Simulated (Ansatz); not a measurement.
Computed with DFT PBE, scalar-relativistic, plane waves, PAW in Ansatz 0.2.0. All cells share a 420 eV cutoff and Γ-centred k meshes spaced at most about 0.3 Å⁻¹ (about 0.25 or finer for metals, 2π included). No spin polarisation.

These are static total energies at zero pressure.

Question: Order these relaxed structures of AlP₅ by energy, lowest first, with the energy over the lowest of them.
A. Space group P-62m (No. 189), hexagonal, a = 5.172 Å, c = 8.000 Å. Al has 2 P at 2.73 Å; around P on a site of symmetry m2m lie 2 P at 2.30 Å; around P on a site of symmetry 3m lie 3 P at 2.30 Å, 1 P at 2.54 Å and 1 Al at 2.73 Å.
B. Space group P6/mmm (No. 191), hexagonal, a = 7.920 Å, c = 2.387 Å. Al is surrounded by 2 Al at 2.39 Å; P on a site of symmetry mmm has 4 P at 2.29–2.39 Å; around P on a site of symmetry -6m2 lie 5 P at 2.29–2.39 Å.

Answer: B (0 meV/atom), A (244 meV/atom). Counting P atoms around Al (those within 1.25 times the shortest such distance or 1.15 times the sum of covalent radii; a plus sign parts nearer from farther groups; the shortest distance is added where it is long for a bond): B has Al 6+18 from 4.0 Å; A has Al 2 from 2.7 Å. B holds P–P bonds in all directions (shortest 2.29 Å); A holds P–P units of three or more atoms (shortest 2.30 Å). Both come from invented guesses. The lowest form computed isn't among them: it has space group P-6m2 (No. 187), 15.5 Å³/atom and lies 256 meV/atom below the best shown. Even the lowest of the cells shown lies +0.50 eV/atom against the elements.

Weakly bound directions are ill-defined at this level, which has no dispersion term (P-62m), and this can change margins and order among such cells. Cells relaxed within their symmetry can be saddle points. Some candidate types were left out of the draw beforehand, so a known form may be missing.
